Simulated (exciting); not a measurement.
# CdTe (F-43m) in exciting: notebook

One crystal, CdTe, is run at these levels: PW91+D2, PBE (libxc), RPBE, PBE; tasks: optical spectrum, real-space fields, Wannier functions.

Everything below comes from runs of exciting (release sodium). Logs are shortened: lines on timing, memory, paths and dates and some standing lists are left out, and cuts for length are marked.

**Experimental background.**

From a printed reference work, data compilation, for a bulk crystal of CdTe at 0 K: band gap 1.607 eV.

How close the calculation comes is told below.

### Step 1. Starting point

Symmetry: F-43m, No. 216, cubic system. Conventional cell: a = 6.410 Å, b = 6.410 Å, c = 6.410 Å, α = 90.00°, β = 90.00°, γ = 90.00°. Te (site symmetry -43m) has 4 Cd at 2.78 Å as nearest neighbours. Cd (site symmetry -43m) is surrounded by 4 Te at 2.78 Å.

### Step 2. Optical spectrum, PW91+D2

File run_exciting.py:

```python
import subprocess
import xml.etree.ElementTree as ET
from ase.io import read
from ase.units import Bohr

atoms = read("CdTe.cif")
import spglib
from ase import Atoms
cell, positions, numbers = spglib.find_primitive((atoms.cell[:], atoms.get_scaled_positions(), atoms.numbers), symprec=1e-5)
atoms = Atoms(numbers, cell=cell, scaled_positions=positions, pbc=True)
rmt = {'Te': 1.95, 'Cd': 1.95}  # bohr
tasks = """
<groundstate do="fromscratch" ngridk="5 5 5" rgkmax="8" gmaxvr="14" lmaxapw="10" lmaxmat="10" lmaxvr="8" stype="Fermi Dirac" swidth="0.00099958" nempty="28" ValenceRelativity="iora*" epsengy="1e-06" epspot="1e-06" maxscl="80" outputlevel="normal" vkloff="0.5 0.5 0.5" mixer="pulay">
  <libxc exchange="XC_GGA_X_PW91" correlation="XC_GGA_C_PW91"/>
</groundstate>
<properties>
  <DFTD2/>
  <momentummatrix/>
  <dielmat intraband="false" wmax="0.5" wgrid="200" swidth="0.007" tevout="true">
    <epscomp>1 1</epscomp>
    <epscomp>2 2</epscomp>
    <epscomp>3 3</epscomp>
  </dielmat>
</properties>
"""

root = ET.Element("input")
ET.SubElement(root, "title").text = "CdTe"
structure = ET.SubElement(root, "structure", speciespath="./", tshift="false")
crystal = ET.SubElement(structure, "crystal", scale="1.0")
for vector in atoms.cell / Bohr:
    ET.SubElement(crystal, "basevect").text = " ".join(f"{x:.12f}" for x in vector)
symbols = atoms.get_chemical_symbols()
for element in dict.fromkeys(symbols):
    species = ET.SubElement(structure, "species", speciesfile=element + ".xml", rmt=str(rmt[element]))
    for symbol, position in zip(symbols, atoms.get_scaled_positions(wrap=False)):
        if symbol == element:
            ET.SubElement(species, "atom", coord=" ".join(f"{x:.12f}" for x in position))
root.extend(ET.fromstring("<tasks>" + tasks + "</tasks>"))
ET.indent(root)
ET.ElementTree(root).write("input.xml")
subprocess.run(["exciting_smp"], check=True)
```

File CdTe.cif:

```cif
data_CdTe
_cell_length_a 6.41000000
_cell_length_b 6.41000000
_cell_length_c 6.41000000
_cell_angle_alpha 90.00000000
_cell_angle_beta 90.00000000
_cell_angle_gamma 90.00000000
_space_group_name_H-M_alt 'F-43m'
_space_group_name_Hall 'F -4 2 3'
_space_group_IT_number 216
loop_
_space_group_symop_operation_xyz
'x,y,z'
'y,-x,-z'
'-x,-y,z'
'-y,x,-z'
'x,-y,-z'
'y,x,z'
'-x,y,-z'
'-y,-x,z'
'z,x,y'
'-z,y,-x'
'z,-x,-y'
'-z,-y,x'
'-z,x,-y'
'z,y,x'
'-z,-x,y'
'z,-y,-x'
'y,z,x'
'-x,-z,y'
'-y,z,-x'
'x,-z,-y'
'-y,-z,x'
'x,z,y'
'y,-z,-x'
'-x,z,-y'
'x,y+1/2,z+1/2'
'y,-x+1/2,-z+1/2'
'-x,-y+1/2,z+1/2'
'-y,x+1/2,-z+1/2'
'x,-y+1/2,-z+1/2'
'y,x+1/2,z+1/2'
'-x,y+1/2,-z+1/2'
'-y,-x+1/2,z+1/2'
'z,x+1/2,y+1/2'
'-z,y+1/2,-x+1/2'
'z,-x+1/2,-y+1/2'
'-z,-y+1/2,x+1/2'
'-z,x+1/2,-y+1/2'
'z,y+1/2,x+1/2'
'-z,-x+1/2,y+1/2'
'z,-y+1/2,-x+1/2'
'y,z+1/2,x+1/2'
'-x,-z+1/2,y+1/2'
'-y,z+1/2,-x+1/2'
'x,-z+1/2,-y+1/2'
'-y,-z+1/2,x+1/2'
'x,z+1/2,y+1/2'
'y,-z+1/2,-x+1/2'
'-x,z+1/2,-y+1/2'
'x+1/2,y,z+1/2'
'y+1/2,-x,-z+1/2'
'-x+1/2,-y,z+1/2'
'-y+1/2,x,-z+1/2'
'x+1/2,-y,-z+1/2'
'y+1/2,x,z+1/2'
'-x+1/2,y,-z+1/2'
'-y+1/2,-x,z+1/2'
'z+1/2,x,y+1/2'
'-z+1/2,y,-x+1/2'
'z+1/2,-x,-y+1/2'
'-z+1/2,-y,x+1/2'
'-z+1/2,x,-y+1/2'
'z+1/2,y,x+1/2'
'-z+1/2,-x,y+1/2'
'z+1/2,-y,-x+1/2'
'y+1/2,z,x+1/2'
'-x+1/2,-z,y+1/2'
'-y+1/2,z,-x+1/2'
'x+1/2,-z,-y+1/2'
'-y+1/2,-z,x+1/2'
'x+1/2,z,y+1/2'
'y+1/2,-z,-x+1/2'
'-x+1/2,z,-y+1/2'
'x+1/2,y+1/2,z'
'y+1/2,-x+1/2,-z'
'-x+1/2,-y+1/2,z'
'-y+1/2,x+1/2,-z'
'x+1/2,-y+1/2,-z'
'y+1/2,x+1/2,z'
'-x+1/2,y+1/2,-z'
'-y+1/2,-x+1/2,z'
'z+1/2,x+1/2,y'
'-z+1/2,y+1/2,-x'
'z+1/2,-x+1/2,-y'
'-z+1/2,-y+1/2,x'
'-z+1/2,x+1/2,-y'
'z+1/2,y+1/2,x'
'-z+1/2,-x+1/2,y'
'z+1/2,-y+1/2,-x'
'y+1/2,z+1/2,x'
'-x+1/2,-z+1/2,y'
'-y+1/2,z+1/2,-x'
'x+1/2,-z+1/2,-y'
'-y+1/2,-z+1/2,x'
'x+1/2,z+1/2,y'
'y+1/2,-z+1/2,-x'
'-x+1/2,z+1/2,-y'
loop_
_atom_site_label
_atom_site_type_symbol
_atom_site_symmetry_multiplicity
_atom_site_Wyckoff_symbol
_atom_site_fract_x
_atom_site_fract_y
_atom_site_fract_z
_atom_site_occupancy
Te1 Te 4 c 0.2500000000 0.2500000000 0.2500000000 1
Cd1 Cd 4 a 0.0000000000 0.0000000000 0.0000000000 1
```

Potentials or basis: all-electron LAPW+lo, shipped species files, valence relativity iora*.

On the command line:

```console
> OMP_NUM_THREADS=1 python run_exciting.py
```

The log of the run:

```text
================================================================================
EXCITING SODIUM started
[... 10 lines left out ...]

 Lattice vectors (cartesian) :
      0.0000000000      6.0565722333      6.0565722333
      6.0565722333      0.0000000000      6.0565722333
      6.0565722333      6.0565722333      0.0000000000

 Reciprocal lattice vectors (cartesian) :
     -0.5187080303      0.5187080303      0.5187080303
      0.5187080303     -0.5187080303      0.5187080303
      0.5187080303      0.5187080303     -0.5187080303

 Unit cell volume                           :     444.3351795368
 Brillouin zone volume                      :       0.5582502239

 Species :    1 (Te)
     parameters loaded from                 :    Te.xml
     name                                   :    tellurium
     nuclear charge                         :     -52.00000000
     electronic charge                      :      52.00000000
     atomic mass                            :  232600.57070000
     muffin-tin radius                      :       1.95000000
     # of radial points in muffin-tin       :     400

     atomic positions (lattice) :
       1 :   0.25000000  0.25000000  0.25000000

 Species :    2 (Cd)
     parameters loaded from                 :    Cd.xml
     name                                   :    cadmium
     nuclear charge                         :     -48.00000000
     electronic charge                      :      48.00000000
     atomic mass                            :  204912.71750000
     muffin-tin radius                      :       1.95000000
     # of radial points in muffin-tin       :     400

     atomic positions (lattice) :
       1 :   0.00000000  0.00000000  0.00000000

 Total number of atoms per unit cell        :       2

 Spin treatment                             :    spin-unpolarised

 Number of Bravais lattice symmetries       :      48
 Number of crystal symmetries               :      24

 k-point grid                               :       5    5    5
 k-point offset :       0.500000  0.500000  0.500000
 Total number of k-points                   :      35
 k-point set is reduced with crystal symmetries

 R^MT_min * |G+k|_max (rgkmax)              :       8.00000000
 Species with R^MT_min                      :       1 (Te)
 Maximum |G+k| for APW functions            :       4.10256410
 Maximum |G| for potential and density      :      14.00000000

 G-vector grid sizes                        :      40    40    40
 Total number of G-vectors                  :   20539

 Maximum angular momentum used for
     APW functions                          :      10
     computing H and O matrix elements      :      10
     potential and density                  :       8
     inner part of muffin-tin               :       2

 Total nuclear charge                       :    -100.00000000
 Total electronic charge                    :     100.00000000
 Total core charge                          :      66.00000000
 Total valence charge                       :      34.00000000

 Number of empty states                     :      28
 Total number of valence states             :      46

 Maximum Hamiltonian size                   :     560
 Maximum number of plane-waves              :     534
 Total number of local-orbitals             :      26

 Exchange-correlation type                  :     100
     libxc; exchange: Perdew & Wang 91; correlation: Perdew & Wang 91 (see libxc for references)

 Smearing scheme                            :    Fermi-Dirac
 Smearing width                             :       0.00099958

 Using Pulay potential mixing

++++++++++++++++++++++++++++++++++++++++++++++++++++++++++++++++++++++++++++++++
[... 14 lines left out ...]
+ SCF iteration number :    1                                                  +
++++++++++++++++++++++++++++++++++++++++++++++++++++++++++++++++++++++++++++++++
 Total energy                               :    -12392.78613349
 _______________________________________________________________
 Fermi energy                               :         0.20069213
 Kinetic energy                             :     13059.43485788
 Coulomb energy                             :    -25119.44580890
 Exchange energy                            :      -326.95972341
 Correlation energy                         :        -5.81545906

 DOS at Fermi energy (states/Ha/cell)       :         0.00000000

 Electron charges :
     core                                   :        66.00000000
     core leakage                           :         0.02205969
     valence                                :        34.00000000
     interstitial                           :         7.26178841
     charge in muffin-tin spheres :
                  atom     1    Te          :        47.84019065
                  atom     2    Cd          :        44.89802094
     total charge in muffin-tins            :        92.73821159
     total charge                           :       100.00000000
[... 594 lines left out ...]
 Electron charges :
     core                                   :        66.00000000
     core leakage                           :         0.02192838
     valence                                :        34.00000000
     interstitial                           :         7.24629814
     charge in muffin-tin spheres :
                  atom     1    Te          :        47.75759503
                  atom     2    Cd          :        44.99610683
     total charge in muffin-tins            :        92.75370186
     total charge                           :       100.00000000

 Estimated fundamental gap                  :         0.05936524
        valence-band maximum at   35      0.9000  0.9000  0.9000
     conduction-band minimum at    1      0.1000  0.1000  0.1000

 RMS change in effective potential (target) :  0.488095E-08  ( 0.100000E-05)
 Absolute change in total energy   (target) :  0.910777E-06  ( 0.100000E-05)
 Charge distance                   (target) :  0.113626E-08  ( 0.100000E-04)

++++++++++++++++++++++++++++++++++++++++++++++++++++++++++++++++++++++++++++++++
| Convergency criteria checked for the last 2 iterations                       +
| Convergence targets achieved. Performing final SCF iteration                 +
++++++++++++++++++++++++++++++++++++++++++++++++++++++++++++++++++++++++++++++++
 Total energy                               :    -12394.76527722
 _______________________________________________________________
 Fermi energy                               :         0.19007839
 Kinetic energy                             :     13056.86515254
 Coulomb energy                             :    -25118.82752960
 Exchange energy                            :      -326.98606811
 Correlation energy                         :        -5.81683205

 DOS at Fermi energy (states/Ha/cell)       :         0.00000000

 Electron charges :
     core                                   :        66.00000000
     core leakage                           :         0.02192838
     valence                                :        34.00000000
     interstitial                           :         7.24629813
     charge in muffin-tin spheres :
                  atom     1    Te          :        47.75759505
                  atom     2    Cd          :        44.99610682
     total charge in muffin-tins            :        92.75370187
     total charge                           :       100.00000000

 Estimated fundamental gap                  :         0.05936524
        valence-band maximum at   35      0.9000  0.9000  0.9000
     conduction-band minimum at   35      0.9000  0.9000  0.9000

++++++++++++++++++++++++++++++++++++++++++++++++++++++++++++++++++++++++++++++++
[... 9 lines left out ...]
| EXCITING SODIUM stopped                                                      =
================================================================================
```

Wall time 4.6 min (1 thread of Intel Xeon Platinum 8259CL at 2.50GHz (Skylake/Cascade Lake), shared host); peak memory 0.39 GiB.

Results:

```
All electrons inside the program's atomic spheres : Te 47.76; Cd 45.00 (radii Te 1.95, Cd 1.95 bohr)
Dispersion energy per atom                        : -0.278 eV
```

Levels at points of the mesh, in eV from the Fermi level:
| k point | band 14 | band 15 | band 16 | band 17 | band 18 | band 19 | band 20 | band 21 |
| --- | --- | --- | --- | --- | --- | --- | --- | --- |
| (0.50, 0.50, 0.50) | -8.48 | -5.32 | -1.53 | -1.53 | 1.12 | 4.52 | 4.52 | 6.39 |

Dielectric function (mean over the directions given):
```
energy (eV)  real part  imaginary part
       0.27       9.05            0.09
       0.95       9.90            0.50
       1.63       9.39            4.87
       2.31      11.95            2.95
       3.06       7.67            6.84
       3.74       8.86            7.40
       4.42       6.52           11.82
       5.10      -0.85           10.05
       5.85      -0.11            8.94
       6.53      -2.82            5.90
       7.21      -2.44            4.06
       7.89      -2.34            2.25
       8.64      -1.44            1.50
       9.32      -1.02            1.37
      10.00      -0.79            1.05
      10.68      -0.38            0.97
      11.43      -0.39            0.93
      12.11      -0.07            0.67
      12.79       0.14            0.75
      13.54       0.14            0.75
```

Caveat: the dispersion energy is computed afterwards and isn't part of the total energy; spectra need much finer meshes, so this one isn't converged; independent-particle spectra lack excitons.

### Step 3. Real-space fields, PBE (libxc)

File input.xml:

```xml
<input>
  <title>CdTe</title>
  <structure speciespath="./" tshift="false" cartesian="true">
    <crystal scale="1.88972612463">
      <basevect>0.000000000000 3.205000000000 3.205000000000</basevect>
      <basevect>3.205000000000 0.000000000000 3.205000000000</basevect>
      <basevect>3.205000000000 3.205000000000 0.000000000000</basevect>
    </crystal>
    <species speciesfile="Te.xml" rmt="2.3">
      <atom coord="9.084858344138 9.084858344138 9.084858344138"/>
    </species>
    <species speciesfile="Cd.xml" rmt="2.3">
      <atom coord="0.000000000000 0.000000000000 0.000000000000"/>
    </species>
  </structure>
  <groundstate do="fromscratch" ngridk="7 7 7" rgkmax="8" gmaxvr="14" lmaxapw="10" lmaxmat="10" lmaxvr="8" stype="Fermi Dirac" swidth="0.00183747" nempty="10" ValenceRelativity="iora*" epsengy="1e-06" epspot="1e-06" maxscl="80" outputlevel="low">
    <libxc exchange="XC_GGA_X_PBE" correlation="XC_GGA_C_PBE"/>
  </groundstate>
  <properties>
    <chargedensityplot>
      <plot3d>
        <box grid="23 23 23">
          <origin coord="0 0 0"/>
          <point coord="1 0 0"/>
          <point coord="0 1 0"/>
          <point coord="0 0 1"/>
        </box>
      </plot3d>
    </chargedensityplot>
    <elfplot>
      <plot3d>
        <box grid="23 23 23">
          <origin coord="0 0 0"/>
          <point coord="1 0 0"/>
          <point coord="0 1 0"/>
          <point coord="0 0 1"/>
        </box>
      </plot3d>
    </elfplot>
    <exccplot>
      <plot3d>
        <box grid="23 23 23">
          <origin coord="0 0 0"/>
          <point coord="1 0 0"/>
          <point coord="0 1 0"/>
          <point coord="0 0 1"/>
        </box>
      </plot3d>
    </exccplot>
  </properties>
</input>
```

Potentials or basis: all-electron LAPW+lo, shipped species files, valence relativity iora*.

On the command line:

```console
> OMP_NUM_THREADS=1 exciting_smp
```

INFO.OUT:

```text
================================================================================
EXCITING SODIUM started
[... 10 lines left out ...]

 Lattice vectors (cartesian) :
      0.0000000000      6.0565722294      6.0565722294
      6.0565722294      0.0000000000      6.0565722294
      6.0565722294      6.0565722294      0.0000000000

 Reciprocal lattice vectors (cartesian) :
     -0.5187080306      0.5187080306      0.5187080306
      0.5187080306     -0.5187080306      0.5187080306
      0.5187080306      0.5187080306     -0.5187080306

[... 60 lines left out ...]
+ SCF iteration number :    1                                                  +
++++++++++++++++++++++++++++++++++++++++++++++++++++++++++++++++++++++++++++++++
 Total energy                               :    -12390.72334946
 _______________________________________________________________
 Fermi energy                               :         0.16092644
 DOS at Fermi energy (states/Ha/cell)       :         0.00018803
 Electron charge: Core leakage              :         0.00334600
[... 179 lines left out ...]
 RMS change in effective potential (target) :  0.593238E-10  ( 0.100000E-05)
 Absolute change in total energy   (target) :  0.572127E-07  ( 0.100000E-05)
 Charge distance                   (target) :  0.267162E-10  ( 0.100000E-04)

++++++++++++++++++++++++++++++++++++++++++++++++++++++++++++++++++++++++++++++++
| Convergency criteria checked for the last 2 iterations                       +
| Convergence targets achieved. Performing final SCF iteration                 +
++++++++++++++++++++++++++++++++++++++++++++++++++++++++++++++++++++++++++++++++
 Total energy                               :    -12392.95426356
 _______________________________________________________________
 Fermi energy                               :         0.15407030
 DOS at Fermi energy (states/Ha/cell)       :         0.00215901
 Electron charge: Core leakage              :         0.00331659

++++++++++++++++++++++++++++++++++++++++++++++++++++++++++++++++++++++++++++++++
[... 9 lines left out ...]
| EXCITING SODIUM stopped                                                      =
================================================================================
```

Run time: 1.8 min. Hardware: 1 thread of Intel Xeon Platinum 8259CL at 2.50GHz (Skylake/Cascade Lake), shared host; peak memory 0.16 GiB.

What came out:

```
Band gap on the k mesh : 0.86 eV, direct
```

Caveat: spin-orbit coupling is left out, which moves the levels of the heavy elements.

(Part 1 of 3 ends here.)
